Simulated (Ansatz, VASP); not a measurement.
**GaN: VASP beside Ansatz**

INCAR

```
PREC = Accurate
ENCUT = 520
EDIFF = 1E-8
ISMEAR = -1
SIGMA = 0.05
LREAL = False
LASPH = True
NELM = 100
ALGO = Normal
ISIF = 2
LWAVE = False
LCHARG = False
GGA = PE
LEFG = True
NBANDS = 16
```

The input KPOINTS:

```
regular mesh
0
Gamma
  13 13 13
```

File POSCAR:

```
GaN
1.0
    0.0000000000      2.1341217709      2.1341217709
    2.1341217709      0.0000000000      2.1341217709
    2.1341217709      2.1341217709      0.0000000000
Ga N
1 1
Direct
    0.0000000000      0.0000000000      0.0000000000
    0.4718853906      0.5281146094      0.5281146094
```

Input for Ansatz:

```yaml
crystal:
  lattice:
    - [0.0, 2.1341217709, 2.1341217709]
    - [2.1341217709, 0.0, 2.1341217709]
    - [2.1341217709, 2.1341217709, 0.0]
  atoms:
    - { symbol: Ga, position: [0.0, 0.0, 0.0] }
    - { symbol: "N", position: [0.4718853906, 0.5281146094, 0.5281146094] }
kpoints:
  mp_grid: { grid: [13, 13, 13] }
scf:
  occupations: { method: fermi_dirac, width: 0.05 }
hamiltonian:
  xc: pbe
  pseudopotentials: { kind: all_electron, datasets: crystal }
output:
  forces: true
  stress: true
  eigenvalues: true
  efg: { contact_densities: true }
```

Alike in both runs: task electric field gradients; functional PBE; k mesh 13 × 13 × 13; occupations fermi-dirac, width 0.05 eV; no spin polarisation.

|  | VASP | Ansatz |
| --- | --- | --- |
| version | VASP 6.6.1 | Ansatz 0.2.0 |
| potentials or method | VASP PAW PBE potentials, release 64 (Ga_d, N) | all-electron PAW with datasets made for the crystal, scalar-relativistic |
| plane-wave cutoff (eV) | 520 | see its input |

VASP gave:

- pressure (GPa): 2.3
- largest component of the traceless stress (GPa): 4.07
- rms of the force components (eV/Å): 0.185
- Vzz of the field gradient on the site that differs most (V/Å²): -1.0

Problem. Estimate Ansatz's values.

Solution. Pressure (GPa): 1.6; largest component of the traceless stress (GPa): 4.12; rms of the force components (eV/Å): 0.179; Vzz of the field gradient on the site that differs most (V/Å²): -1.0.

Atom by atom the forces differ by 0.007 eV/Å (rms over components). Ansatz ran all-electron here, so the differences hold the error of VASP's frozen core and of both bases.

Caveats: an odd mesh through Γ misses points on the zone boundary, where band edges often lie.
